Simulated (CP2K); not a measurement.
# Au (Fm-3m) in CP2K: further runs

The runs below take Au through relaxation of cell and atoms, with RPBE+D4, RPBE+D3(BJ).

Everything below comes from runs of CP2K 2026.2. Logs are shortened: lines on timing, memory, paths and dates and some standing lists are left out, and cuts for length are marked.

## (1) The structure

The structure is cubic, space group Fm-3m (No. 225). Conventional cell: a = 4.070 Å, b = 4.070 Å, c = 4.070 Å, α = 90.00°, β = 90.00°, γ = 90.00°. Au (site symmetry m-3m) has 12 Au at 2.88 Å as nearest neighbours.

## (2) Relaxation of cell and atoms, RPBE+D4

au_vcrelax.inp reads:

```
&GLOBAL
  PROJECT au_vcrelax
  RUN_TYPE CELL_OPT
  PRINT_LEVEL LOW
&END GLOBAL
&FORCE_EVAL
  METHOD QS
  STRESS_TENSOR ANALYTICAL
  &DFT
    BASIS_SET_FILE_NAME BASIS_MOLOPT_UZH
    POTENTIAL_FILE_NAME POTENTIAL_UZH
    &MGRID
      CUTOFF 500
      REL_CUTOFF 60
      NGRIDS 5
    &END MGRID
    &QS
      METHOD GPW
      EPS_DEFAULT 1.0E-10
      EXTRAPOLATION USE_PREV_P
    &END QS
    &KPOINTS
      SCHEME MONKHORST-PACK 11 11 11
      GAMMA_CENTERED T
    &END KPOINTS
    &SCF
      SCF_GUESS ATOMIC
      EPS_SCF 1.0E-6
      MAX_SCF 100
      ADDED_MOS 11
      CHOLESKY OFF
      EPS_EIGVAL 1.0E-7
      &DIAGONALIZATION ON
        ALGORITHM STANDARD
      &END DIAGONALIZATION
      &MIXING ON
        METHOD BROYDEN_MIXING
        ALPHA 0.4
        BETA 1.5
        NBUFFER 8
      &END MIXING
      &SMEAR ON
        METHOD FERMI_DIRAC
        ELECTRONIC_TEMPERATURE [K] 580.226
      &END SMEAR
    &END SCF
    &XC
      &XC_FUNCTIONAL
        &GGA_X_RPBE
        &END GGA_X_RPBE
        &GGA_C_PBE
        &END GGA_C_PBE
      &END XC_FUNCTIONAL
      &VDW_POTENTIAL
        POTENTIAL_TYPE PAIR_POTENTIAL
        &PAIR_POTENTIAL
          TYPE DFTD4
          REFERENCE_FUNCTIONAL RPBE
          D4_CUTOFF 20
        &END PAIR_POTENTIAL
      &END VDW_POTENTIAL
    &END XC
    &PRINT
      &KPOINTS ON
      &END KPOINTS
      &MULLIKEN ON
        &EACH
          CELL_OPT 0
        &END EACH
        ADD_LAST NUMERIC
      &END MULLIKEN
      &MO ON
        ENERGIES T
        OCCUPATION_NUMBERS T
        &EACH
          QS_SCF 0
          CELL_OPT 0
        &END EACH
        ADD_LAST NUMERIC
      &END MO
    &END PRINT
  &END DFT
  &SUBSYS
    &CELL
      A 2.8779245994 0.0000000000 0.0000000000
      B 1.4389622997 2.4923558133 0.0000000000
      C 1.4389622997 0.8307852711 2.3498155956
      PERIODIC XYZ
    &END CELL
    &COORD
      SCALED
      Au  0.0000000000 0.0000000000 0.0000000000
    &END COORD
    &KIND Au
      BASIS_SET TZVP-MOLOPT-PBE-GTH-q11
      POTENTIAL GTH-PBE-q11
    &END KIND
    &PRINT
      &ATOMIC_COORDINATES ON
      &END ATOMIC_COORDINATES
      &CELL ON
      &END CELL
    &END PRINT
  &END SUBSYS
  &PRINT
    &FORCES ON
    &END FORCES
    &STRESS_TENSOR ON
    &END STRESS_TENSOR
  &END PRINT
&END FORCE_EVAL
&MOTION
  &CELL_OPT
    OPTIMIZER BFGS
    MAX_ITER 40
    MAX_FORCE [eV*angstrom^-1] 0.03
    RMS_FORCE [eV*angstrom^-1] 0.03
    MAX_DR 1.0E-2
    RMS_DR 1.0E-2
    EXTERNAL_PRESSURE [bar] 0.0
    PRESSURE_TOLERANCE [bar] 200
    KEEP_SPACE_GROUP T
  &END CELL_OPT
  &PRINT
    &TRAJECTORY ON
    &END TRAJECTORY
    &CELL ON
    &END CELL
    &FORCES ON
    &END FORCES
    &STRESS ON
    &END STRESS
    &RESTART OFF
    &END RESTART
    &RESTART_HISTORY OFF
    &END RESTART_HISTORY
  &END PRINT
&END MOTION
```

Potentials or basis: POTENTIAL_UZH Au GTH-PBE-q11; TZVP-MOLOPT-PBE-GTH basis.

Command:

```
OMP_NUM_THREADS=1 cp2k.psmp -i au_vcrelax.inp -o au_vcrelax.out
```

au_vcrelax.out:

```text

 CP2K| version string:                                       CP2K version 2026.2
 CP2K| Input file name                                            au_vcrelax.inp

 GLOBAL| Force Environment number                                              1
 GLOBAL| Basis set file name                                    BASIS_MOLOPT_UZH
 GLOBAL| Potential file name                                       POTENTIAL_UZH
 GLOBAL| MM Potential file name                                     MM_POTENTIAL
 GLOBAL| Coordinate file name                                      __STD_INPUT__
 GLOBAL| Method name                                                        CP2K
 GLOBAL| Project name                                                 au_vcrelax
 GLOBAL| Run type                                                       CELL_OPT
 GLOBAL| FFT library                                                       FFTW3
 GLOBAL| Diagonalization library                                       ScaLAPACK
 GLOBAL| Cholesky decomposition library                                ScaLAPACK
 GLOBAL| DGEMM library                                                      BLAS
 GLOBAL| Direct generalized diagonalization requested                          F
 GLOBAL| Matrix multiplication library                                 ScaLAPACK
 GLOBAL| Global print level                                                  LOW
 GLOBAL| Total number of message passing processes                             1
 GLOBAL| Number of threads for this process                                    1
 GLOBAL| CPU model name                                                  UNKNOWN

 CELL| Volume [angstrom^3]:                                            16.854786
 CELL| Vector a [angstrom]:       2.878     0.000     0.000   |a| =     2.877925
 CELL| Vector b [angstrom]:       1.439     2.492     0.000   |b| =     2.877925
 CELL| Vector c [angstrom]:       1.439     0.831     2.350   |c| =     2.877925
 CELL| Angle (b,c), alpha [degree]:                                    60.000000
 CELL| Angle (a,c), beta  [degree]:                                    60.000000
 CELL| Angle (a,b), gamma [degree]:                                    60.000000
 CELL| Numerically orthorhombic:                                              NO
 CELL| Periodicity                                                           XYZ

 CELL_REF| Volume [angstrom^3]:                                        16.854786
 CELL_REF| Vector a [angstrom     2.878     0.000     0.000   |a| =     2.877925
 CELL_REF| Vector b [angstrom     1.439     2.492     0.000   |b| =     2.877925
 CELL_REF| Vector c [angstrom     1.439     0.831     2.350   |c| =     2.877925
 CELL_REF| Angle (b,c), alpha [degree]:                                60.000000
 CELL_REF| Angle (a,c), beta  [degree]:                                60.000000
 CELL_REF| Angle (a,b), gamma [degree]:                                60.000000
 CELL_REF| Numerically orthorhombic:                                          NO
 CELL_REF| Periodicity                                                       XYZ
[... 9 lines left out ...]
 TOTAL NUMBERS AND MAXIMUM NUMBERS

[... 481 lines left out ...]
 OPT| Pressure tolerance [bar]                                    200.0000000000
 OPT| Pressure is converged                                                   NO
 OPT| **************************************************************************
[... 217 lines left out ...]
 OPT| **************************************************************************
 OPT| Step number                                                              4
 OPT| Optimization method                                                   BFGS
 OPT| Total energy [hartree]                                      -33.1986391058
 OPT| Internal pressure [bar]                                       4.2442821417
 OPT| Effective energy change [hartree]                             0.0000002084
 OPT| Predicted energy change [hartree]                            -0.0000000295
 OPT| Scaling factor                                                0.0000000000
 OPT| Step size                                                     0.0005293462
 OPT| Trust radius                                                  0.4724315332
 OPT| Decrease in energy                                                      NO
 OPT|
 OPT| Maximum step size                                             0.0005293462
 OPT| Convergence limit for maximum step size                       0.0100000000
 OPT| Maximum step size is converged                                         YES
 OPT|
 OPT| RMS step size                                                 0.0002820730
 OPT| Convergence limit for RMS step size                           0.0100000000
 OPT| RMS step size is converged                                             YES
 OPT|
 OPT| Maximum gradient                                              0.0000003807
 OPT| Convergence limit for maximum gradient                        0.0005834072
 OPT| Maximum gradient is converged                                          YES
 OPT|
 OPT| RMS gradient                                                  0.0000002029
 OPT| Convergence limit for RMS gradient                            0.0005834072
 OPT| RMS gradient is converged                                              YES
 OPT|
 OPT| Pressure deviation [bar]                                      4.2442821417
 OPT| Pressure tolerance [bar]                                    200.0000000000
 OPT| Pressure is converged                                                  YES
 OPT| **************************************************************************

 *******************************************************************************
 ***                    GEOMETRY OPTIMIZATION COMPLETED                      ***
 *******************************************************************************

 write_final_structure: Optimization converged, writing XYZ file gladly:
  au_vcrelax-FINAL-1_4.xyz

 write_final_structure: Optimization converged, writing CIF file gladly:
  au_vcrelax-FINAL-1_4.cif

 write_final_structure: Done!

                    Reevaluating energy at the minimum

 CELL| Volume [angstrom^3]:                                            17.564795
 CELL| Vector a [angstrom]:       2.909     0.000     0.000   |a| =     2.909122
 CELL| Vector b [angstrom]:       1.439     2.528     0.000   |b| =     2.909171
 CELL| Vector c [angstrom]:       1.439     0.831     2.388   |c| =     2.909193
 CELL| Angle (b,c), alpha [degree]:                                    60.472633
 CELL| Angle (a,c), beta  [degree]:                                    60.355259
 CELL| Angle (a,b), gamma [degree]:                                    60.355002
 CELL| Numerically orthorhombic:                                              NO
 CELL| Periodicity                                                           XYZ
[... 342 lines left out ...]
 MO|      6               0.334695               9.107509               2.000000
[... 9 lines left out ...]
 MO|     16               1.835271              49.940252               0.000000
 MO|     17               1.876921              51.073619               0.000000
 MO| Sum:                                                              12.000000
 MO| E(Fermi):            0.373004 a.u.         10.149949 eV

 [... the levels of further k-points ...]

 !-----------------------------------------------------------------------------!
                     Mulliken Population Analysis

 #  Atom  Element  Kind  Atomic population                           Net charge
       1     Au       1         11.000000                              0.000000
 # Total charge                             11.000000                  0.000000

 !-----------------------------------------------------------------------------!

 ENERGY| Total FORCE_EVAL ( QS ) energy [hartree]            -33.198639105831020
```

Wall time 7.5 min (1 thread of Arm Neoverse V2, shared host); peak memory 0.37 GiB.

Results:

```
Free energy                            : -903.3809 eV
Relaxed volume                         : 17.56 Å³/atom
Relaxed cell                           : a = 2.909 Å, b = 2.909 Å, c = 2.909 Å, α = 60.47°, β = 60.36°, γ = 60.36°
Space group after relaxing (to 0.05 Å) : Fm-3m (No. 225)
Energy gained by relaxing              : 15.4 meV/atom
Ionic steps                            : 6
Pressure after relaxing                : 0.0 GPa
Band gap on the k mesh                 : none (metal or under the smearing width)
```

Step by step:
```tsv
step	energy change (eV)	largest force (eV/Å)	volume (Å³)
1	0.0000	0.0000	16.85
2	-0.0028	0.0000	16.92
3	-0.0154	0.0000	17.50
4	-0.0154	0.0000	17.56
5	-0.0154	0.0000	17.56
6	-0.0154	0.0000	17.56
```

Final structure:
```xyz
1
Lattice="2.9091 0.0000 0.0000 1.4389 2.5284 0.0000 1.4389 0.8308 2.3880" Properties=species:S:1:pos:R:3 pbc="T T T"
Au    0.0000    0.0000    0.0000
```

Levels at points of the mesh, in eV from the Fermi level:
```
           k point  band 2  band 3  band 4  band 5  band 6  band 7  band 8  band 9
(0.00, 0.00, 0.00)   -4.76   -4.74   -4.67   -3.30   -3.29   16.43   19.83   19.89
```

Caveat: with these potentials and basis sets, volumes of gold and of layered tellurides can stand 1.5 % and more from those of plane-wave programs; the potentials were made for another functional, which shifts forces and pressure; the basis of atomic orbitals isn't converged, which shifts pressures, moduli and gaps; the real-space grid breaks the cell's symmetry a little; pairwise dispersion overbinds metals, which lowers pressure and volume.

## (3) Relaxation of cell and atoms, RPBE+D3(BJ)

au_vcrelax.inp, as its differences from that of step 2:

```diff
@@ -14,3 +14,3 @@
       REL_CUTOFF 60
-      NGRIDS 5
+      NGRIDS 4
     &END MGRID
@@ -56,5 +56,7 @@
         &PAIR_POTENTIAL
-          TYPE DFTD4
+          TYPE DFTD3(BJ)
           REFERENCE_FUNCTIONAL RPBE
-          D4_CUTOFF 20
+          PARAMETER_FILE_NAME dftd3.dat
+          R_CUTOFF 20
+          D3_REFERENCE_CODE T
         &END PAIR_POTENTIAL
@@ -90,3 +92,2 @@
     &COORD
-      SCALED
       Au  0.0000000000 0.0000000000 0.0000000000
@@ -102,2 +103,4 @@
       &END CELL
+      &SYMMETRY ON
+      &END SYMMETRY
     &END PRINT
@@ -115,4 +118,4 @@
     MAX_ITER 40
-    MAX_FORCE [eV*angstrom^-1] 0.03
-    RMS_FORCE [eV*angstrom^-1] 0.03
+    MAX_FORCE [eV*angstrom^-1] 0.05
+    RMS_FORCE [eV*angstrom^-1] 0.05
     MAX_DR 1.0E-2
@@ -120,3 +123,3 @@
     EXTERNAL_PRESSURE [bar] 0.0
-    PRESSURE_TOLERANCE [bar] 200
+    PRESSURE_TOLERANCE [bar] 300
     KEEP_SPACE_GROUP T
```

Potentials or basis: POTENTIAL_UZH Au GTH-PBE-q11; TZVP-MOLOPT-PBE-GTH basis.

Command:

```
OMP_NUM_THREADS=1 cp2k.psmp -i au_vcrelax.inp -o au_vcrelax.out
```

au_vcrelax.out:

```text

 CP2K| version string:                                       CP2K version 2026.2
 CP2K| Input file name                                            au_vcrelax.inp

 GLOBAL| Force Environment number                                              1
 GLOBAL| Basis set file name                                    BASIS_MOLOPT_UZH
 GLOBAL| Potential file name                                       POTENTIAL_UZH
 GLOBAL| MM Potential file name                                     MM_POTENTIAL
 GLOBAL| Coordinate file name                                      __STD_INPUT__
 GLOBAL| Method name                                                        CP2K
 GLOBAL| Project name                                                 au_vcrelax
 GLOBAL| Run type                                                       CELL_OPT
 GLOBAL| FFT library                                                       FFTW3
 GLOBAL| Diagonalization library                                       ScaLAPACK
 GLOBAL| Cholesky decomposition library                                ScaLAPACK
 GLOBAL| DGEMM library                                                      BLAS
[... 988 lines left out ...]

 MO| EIGENVALUES AND OCCUPATION NUMBERS FOR K POINT 2
 MO|
 MO|  Index      Eigenvalue [a.u.]        Eigenvalue [eV]             Occupation
 MO|      1               0.156739               4.265090               2.000000
 MO|      2               0.255161               6.943296               2.000000
 MO|      3               0.268278               7.300220               2.000000
 MO|      4               0.313068               8.519020               2.000000
 MO|      5               0.379617              10.329916               2.000000
 MO|      6               0.420033              11.429682               2.000000
[... 275 lines left out ...]
 MO|      6               0.421120              11.459264               2.000000
[... 9 lines left out ...]
 MO|     16               2.024957              55.101891               0.000000
 MO|     17               2.033160              55.325094               0.000000
 MO| Sum:                                                              12.000000
 MO| E(Fermi):            0.459335 a.u.         12.499149 eV

 [... the levels of further k-points ...]

 !-----------------------------------------------------------------------------!
                     Mulliken Population Analysis

 #  Atom  Element  Kind  Atomic population                           Net charge
       1     Au       1         11.000000                             -0.000000
 # Total charge                             11.000000                 -0.000000

 !-----------------------------------------------------------------------------!

 ENERGY| Total FORCE_EVAL ( QS ) energy [hartree]            -33.284996969822551
```

It took 11 min on 1 thread of Arm Neoverse V2, shared host; peak memory 0.44 GiB.

What came out:

| Quantity | Value |
| --- | --- |
| Free energy | -905.7308 eV |
| Relaxed volume | 15.36 Å³/atom |
| Relaxed cell | a = 2.809 Å, b = 2.809 Å, c = 2.809 Å, α = 58.92°, β = 59.19°, γ = 59.19° |
| Space group after relaxing (to 0.05 Å) | R-3m (No. 166) |
| Energy gained by relaxing | 107.5 meV/atom |
| Ionic steps | 7 |
| Pressure after relaxing | -0.1 GPa |
| Band gap on the k mesh | none (metal or under the smearing width) |

Step by step:
| step | energy change (eV) | largest force (eV/Å) | volume (Å³) |
| --- | --- | --- | --- |
| 1 | 0.0000 | 0.0000 | 16.85 |
| 2 | -0.0230 | 0.0000 | 16.67 |
| 3 | -0.0990 | 0.0000 | 15.04 |
| 4 | -0.1076 | 0.0000 | 15.42 |
| 5 | -0.1075 | 0.0000 | 15.36 |
| 6 | -0.1075 | 0.0000 | 15.36 |
| 7 | -0.1075 | 0.0000 | 15.36 |

Final structure:
```
Au
1.0
     2.80908    0.00000    0.00000
     1.43890    2.41286    0.00000
     1.43890    0.83071    2.26550
Au
1
Direct
  0.00000 0.00000 0.00000
```

Caveat: with these potentials and basis sets, volumes of gold and of layered tellurides can stand 1.5 % and more from those of plane-wave programs; the potentials were made for another functional, which shifts forces and pressure; the basis of atomic orbitals isn't converged, which shifts pressures, moduli and gaps; the real-space grid breaks the cell's symmetry a little; pairwise dispersion overbinds metals, which lowers pressure and volume. Spin-orbit coupling is left out, which matters for the levels of Au.
